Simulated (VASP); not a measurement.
# ZrC (Fm-3m) in VASP: further runs

Runs on ZrC. Level: PBE. Tasks: single point, relaxation of cell and atoms.

Everything below comes from runs of VASP 6.6.1. Logs are shortened: lines on timing, memory, paths and dates and some standing lists are left out, and cuts for length are marked.

**1. Starting point**

The structure is cubic, space group Fm-3m (No. 225). The conventional cell has a = 4.709 Å, b = 4.709 Å, c = 4.709 Å, α = 90.00°, β = 90.00°, γ = 90.00°. Zr (site symmetry m-3m) has 6 C at 2.35 Å as nearest neighbours. C (site symmetry m-3m) has 6 Zr at 2.35 Å as nearest neighbours.

**2. Single point, PBE**

File INCAR:

```
SYSTEM = ZrC
PREC     = Accurate       ! precision mode
ENCUT    = 520            ! plane-wave cutoff, eV
EDIFF    = 1E-6           ! SCF threshold, eV
ISMEAR   = 0              ! smearing method
SIGMA    = 0.1            ! smearing width, eV
LREAL    = .False.        ! projectors in reciprocal space
LASPH    = .True.         ! aspherical terms in the spheres
NELM     = 80             ! most SCF steps
ALGO     = Normal         ! electronic algorithm
ISIF     = 2              ! what is computed and relaxed
LWAVE    = .False.        ! write WAVECAR
LCHARG   = .True.         ! write CHGCAR
GGA      = PE             ! functional
LELF     = .True.         ! ELF
LVHAR    = .True.       
NBANDS   = 15             ! bands
```

File KPOINTS:

```
Automatic mesh
0
Gamma
  16 16 16
  0 0 0
```

File POSCAR:

```
ZrC
1.0
    0.0000000000      2.3543976079      2.3543976079
    2.3543976079      0.0000000000      2.3543976079
    2.3543976079      2.3543976079      0.0000000000
Zr C
1 1
Direct
    0.5000000000      0.5000000000      0.5000000000
    0.0000000000      0.0000000000      0.0000000000
```

Potentials or basis: VASP PAW PBE potentials, release 64 (Zr_sv, C).

Run with:

```
cat potpaw_PBE.64/Zr_sv/POTCAR potpaw_PBE.64/C/POTCAR > POTCAR
mpirun -np 1 vasp_std > vasp.out
```

OUTCAR:

```text
SYSTEM = ZrC
   PREC = Accurate
   ENCUT = 520
   EDIFF = 1E-6
   ISMEAR = 0
   LREAL = .False.
   LASPH = .True.
   NELM = 80
   ISIF = 2
   GGA = PE

 ion  position               nearest neighbor table
   1  0.500  0.500  0.500-   2 2.35   2 2.35   2 2.35   2 2.35   2 2.35   2 2.35
   2  0.000  0.000  0.000-   1 2.35   1 2.35   1 2.35   1 2.35   1 2.35   1 2.35

  LATTYP: Found a face centered cubic cell.
 ALAT       =     4.7087952158

  Lattice vectors:

 A1 = (   0.0000000000,   2.3543976079,   2.3543976079)
 A2 = (   2.3543976079,   0.0000000000,   2.3543976079)
 A3 = (   2.3543976079,   2.3543976079,   0.0000000000)

Analysis of symmetry for initial positions (statically):
=====================================================================
 Subroutine PRICEL returns:
 Original cell was already a primitive cell.

 Routine SETGRP: Setting up the symmetry group for a
 face centered cubic supercell.

 Subroutine GETGRP returns: Found 48 space group operations
 (whereof 48 operations were pure point group operations)
 out of a pool of 48 trial point group operations.

The static configuration has the point symmetry O_h .

Analysis of symmetry for dynamics (positions and initial velocities):
=====================================================================
 Subroutine PRICEL returns:
 Original cell was already a primitive cell.

 Routine SETGRP: Setting up the symmetry group for a
 face centered cubic supercell.

 Subroutine GETGRP returns: Found 48 space group operations
 (whereof 48 operations were pure point group operations)
 out of a pool of 48 trial point group operations.

The dynamic configuration has the point symmetry O_h .

 Subroutine INISYM returns: Found 48 space group operations
 (whereof 48 operations are pure point group operations),
 and found     1 'primitive' translations

----------------------------------------------------------------------------------------

                                     Primitive cell

  volume of cell :      26.1017

  direct lattice vectors                    reciprocal lattice vectors
     0.000000000  2.354397608  2.354397608    -0.212368547  0.212368547  0.212368547
     2.354397608  0.000000000  2.354397608     0.212368547 -0.212368547  0.212368547
     2.354397608  2.354397608  0.000000000     0.212368547  0.212368547 -0.212368547

  length of vectors
     3.329621028  3.329621028  3.329621028     0.367833114  0.367833114  0.367833114

  position of ions in fractional coordinates (direct lattice)
     0.500000000  0.500000000  0.500000000
     0.000000000  0.000000000  0.000000000

  ion indices of the primitive-cell ions
   primitive index   ion index
                 1           1
                 2           2

----------------------------------------------------------------------------------------

 KPOINTS: Automatic mesh

Automatic generation of k-mesh.
 Grid dimensions read from file:
 generate k-points for:   16   16   16

 Generating k-lattice:

  Cartesian coordinates                     Fractional coordinates (reciprocal lattice)
    -0.013273034  0.013273034  0.013273034     0.062500000  0.000000000  0.000000000
     0.013273034 -0.013273034  0.013273034     0.000000000  0.062500000  0.000000000
     0.013273034  0.013273034 -0.013273034     0.000000000  0.000000000  0.062500000

  Length of vectors
     0.022989570  0.022989570  0.022989570

  Shift w.r.t. Gamma in fractional coordinates (k-lattice)
     0.000000000  0.000000000  0.000000000

 Subroutine IBZKPT returns following result:
 ===========================================

 Found    145 irreducible k-points:

 Following reciprocal coordinates:
            Coordinates               Weight
  0.000000  0.000000  0.000000      1.000000
  0.062500  0.000000  0.000000      8.000000
  0.125000  0.000000  0.000000      8.000000
  0.187500  0.000000  0.000000      8.000000
  0.250000  0.000000  0.000000      8.000000
  0.312500  0.000000  0.000000      8.000000
[... 16 lines left out ...]
 -0.125000  0.062500  0.000000     24.000000
 -0.062500  0.062500  0.000000     12.000000
 [... further k-points ...]
   k-points           NKPTS =    145   k-points in BZ     NKDIM =    145   number of bands    NBANDS=     15
   number of dos      NEDOS =    301   number of ions     NIONS =      2
   total plane-waves  NPLWV =  21952
   dimension x,y,z NGX =    28 NGY =   28 NGZ =   28
   dimension x,y,z NGXF=    56 NGYF=   56 NGZF=   56
   ions per type =               1   1
   NGX,Y,Z   is equivalent  to a cutoff of  13.98, 13.98, 13.98 a.u.
   NGXF,Y,Z  is equivalent  to a cutoff of  27.96, 27.96, 27.96 a.u.
 SYSTEM =  ZrC
   PREC   = accura    normal or accurate (medium, high low for compatibility)
   ISTART =      0    job   : 0-new  1-cont  2-samecut
   ICHARG =      2    charge: 1-file 2-atom 10-const
   ISPIN  =      1    spin polarized calculation?
   LNONCOLLINEAR =      F non collinear calculations
   LSORBIT =      F    spin-orbit coupling
   LASPH  =      T    aspherical Exc in radial PAW
   ENCUT  =  520.0 eV  38.22 Ry    6.18 a.u.   6.19  6.19  6.19*2*pi/ulx,y,z
   NELM   =     80;   NELMIN=  2; NELMDL= -5     # of ELM steps
   EDIFF  = 0.1E-05   stopping-criterion for ELM
   LREAL  =      F    real-space projection
   EDIFFG = 0.1E-04   stopping-criterion for IOM
   NSW    =      0    number of steps for IOM
   IBRION =     -1    ionic relax: 0-MD 1-quasi-New 2-CG
   NFREE  =      0    steps in history (QN), initial steepest desc. (CG)
   ISIF   =      2    stress and relaxation
   ISYM   =      2    0-nonsym 1-usesym 2-fastsym
   POTIM  = 0.5000    time-step for ionic-motion
   TEBEG  =    0.0;   TEEND  =   0.0 temperature during run
   PSTRESS=    0.0 pullay stress
   NELECT =      16.0000    total number of electrons
   NUPDOWN=      -1.0000    fix difference up-down
   EMIN   =  10.00;   EMAX   =-10.00  energy-range for DOS
   EFERMI =   0.00;   METHOD = LEGACY
   ISMEAR =     0;   SIGMA  =   0.10  broadening in eV -4-tet -1-fermi 0-gaus
   EFERMI_NEDOS =   21; number of points for ismear=-14 and -15
   IALGO  =     38    algorithm
   IMIX   =      4    mixing-type and parameters
     AMIX     =   0.40;   BMIX     =  1.00
     AMIX_MAG =   1.60;   BMIX_MAG =  1.00
  volume/ion in A,a.u.               =      13.05        88.07
  Fermi-wavevector in a.u.,A,eV,Ry     =   1.390673  2.627991 26.313278  1.933971
  Thomas-Fermi vector in A             =   2.514585
   LORBIT       =      0    0 simple, 1 ext, 2 COOP (PROOUT), +10 PAW based schemes
   GGA     = PE    functional components
   LHFCALC =     F    Hartree Fock is set to
   AEXX    =    0.0000 exact exchange contribution
   IVDW    =     0    specifies the selected vdW correction
   LEPSILON=     F    determine dielectric tensor
   LRPA    =     F    only Hartree local field effects (RPA)
 non-spin polarized calculation
 Gauss-broadening in eV      SIGMA  =   0.10
  energy-cutoff  :      520.00
  volume of cell :       26.10
 maximum number of plane-waves:       725
 NGX is ok and might be reduce to    28
   NGX = 13   NGY = 13   NGZ = 13

 number of electron      16.0000000 magnetization

 Free energy of the ion-electron system (eV)
  ---------------------------------------------------
  ext. energy  EPLUGINS =         0.00000000
  ---------------------------------------------------
  free energy    TOTEN  =       -19.46219159 eV

  energy without entropy =      -19.46025417  energy(sigma->0) =      -19.46122288

 E-fermi :   9.5407     XC(G=0): -12.1069

 val. band max:        9.5325356316   @ k =   0.3125   0.2500   0.0000
 cond. band min:       9.5428406048   @ k =   0.4375   0.4375   0.0000
 fundamental gap:      0.0103049732
 Fermi energy:         9.5407124943

 k-point     1 :       0.0000    0.0000    0.0000
  band No.  band energies     occupation
      1     -38.5743      2.00000
      2     -16.2882      2.00000
      3     -16.2882      2.00000
      4     -16.2882      2.00000
      5      -1.7363      2.00000
      6      10.4848      0.00000
      7      10.4848      0.00000
      8      10.4848      0.00000
      9      10.6437      0.00000
     10      10.6437      0.00000
     11      10.6437      0.00000
     12      12.3483      0.00000
     13      12.3483      0.00000
     14      16.7989      0.00000
     15      20.0059      0.00000

 k-point     2 :       0.0625    0.0000    0.0000
  band No.  band energies     occupation
      1     -38.5706      2.00000
      2     -16.3226      2.00000
      3     -16.2912      2.00000
      4     -16.2912      2.00000
      5      -1.6480      2.00000
      6       9.7458      0.00373
      7       9.9444      0.00000
      8       9.9444      0.00000
      9      10.8561      0.00000
     10      10.8561      0.00000
     11      11.1781      0.00000
     12      12.8594      0.00000
     13      12.8594      0.00000
     14      16.9940      0.00000
     15      20.2493      0.00000

 k-point     3 :       0.1250    0.0000    0.0000
  band No.  band energies     occupation
      1     -38.5599      2.00000
      2     -16.4191      2.00000
      3     -16.2998      2.00000
      4     -16.2998      2.00000
      5      -1.3918      2.00000
      6       8.7976      2.00000
      7       9.1687      2.00000
      8       9.1687      2.00000
      9      11.1422      0.00000
     10      11.1422      0.00000
     11      11.6006      0.00000
     12      13.8887      0.00000
     13      13.8887      0.00000
     14      17.5000      0.00000
     15      20.9183      0.00000
[... 343 lines left out ...]
 k-point    23 :      -0.1250    0.0625    0.0000
  band No.  band energies     occupation
      1     -38.5521      2.00000
      2     -16.4750      2.00000
      3     -16.3306      2.00000
      4     -16.2951      2.00000
      5      -1.2063      2.00000
      6       8.2747      2.00000
      7       8.6510      2.00000
      8       8.9509      2.00000
      9      11.0376      0.00000
     10      11.6856      0.00000
     11      11.9561      0.00000
     12      13.7131      0.00000
     13      14.9596      0.00000
     14      17.8784      0.00000
     15      21.3835      0.00000

 k-point    24 :      -0.0625    0.0625    0.0000
  band No.  band energies     occupation
      1     -38.5645      2.00000
      2     -16.3699      2.00000
      3     -16.3099      2.00000
      4     -16.2899      2.00000
      5      -1.5052      2.00000
      6       9.1628      2.00000
      7       9.3752      1.98072
      8       9.5203      1.22722
      9      10.7858      0.00000
     10      11.4036      0.00000
     11      11.4869      0.00000
     12      12.9681      0.00000
     13      13.8202      0.00000
     14      17.3076      0.00000
     15      20.6342      0.00000

 [... further k-points ...]

------------------------ aborting loop because EDIFF is reached ----------------------------------------

  FORCE on cell =-STRESS in cart. coord.  units (eV):
  Direction    XX          YY          ZZ          XY          YZ          ZX
  --------------------------------------------------------------------------------------
  -------------------------------------------------------------------------------------
  Total        0.0363061      0.0363061      0.0363061      0.0000000      0.0000000      0.0000000
  in kB        2.2285415      2.2285415      2.2285415      0.0000000      0.0000000      0.0000000
  external PRESSURE =       2.2285415 kB  Pullay stress =       0.0000000 kB

 VOLUME and BASIS-vectors are now :
 -----------------------------------------------------------------------------
  energy-cutoff  :      520.00
  volume of cell :       26.10
      direct lattice vectors                 reciprocal lattice vectors
     0.000000000  2.354397608  2.354397608    -0.212368547  0.212368547  0.212368547
     2.354397608  0.000000000  2.354397608     0.212368547 -0.212368547  0.212368547
     2.354397608  2.354397608  0.000000000     0.212368547  0.212368547 -0.212368547

 POSITION                                       TOTAL-FORCE (eV/Angst)
 -----------------------------------------------------------------------------------
      2.35440      2.35440      2.35440         0.000000     -0.000000      0.000000
      0.00000      0.00000      0.00000        -0.000000      0.000000     -0.000000
 -----------------------------------------------------------------------------------
    total drift:                                0.000000      0.000000      0.000000

  FREE ENERGIE OF THE ION-ELECTRON SYSTEM (eV)
  ---------------------------------------------------
  free  energy   TOTEN  =       -19.4621915906 eV

  energy  without entropy=      -19.4602541658  energy(sigma->0) =      -19.46122288
```

Run time: 82 s. Hardware: 1 thread of Intel Xeon Platinum 8259CL at 2.50GHz (Skylake/Cascade Lake), shared host; peak memory 0.2 GiB.

Results:

```
Free energy            : -19.4622 eV
Pressure               : 0.2 GPa
Band gap on the k mesh : none (metal or under the smearing width)
```

(Continued in part 2 of 2.)
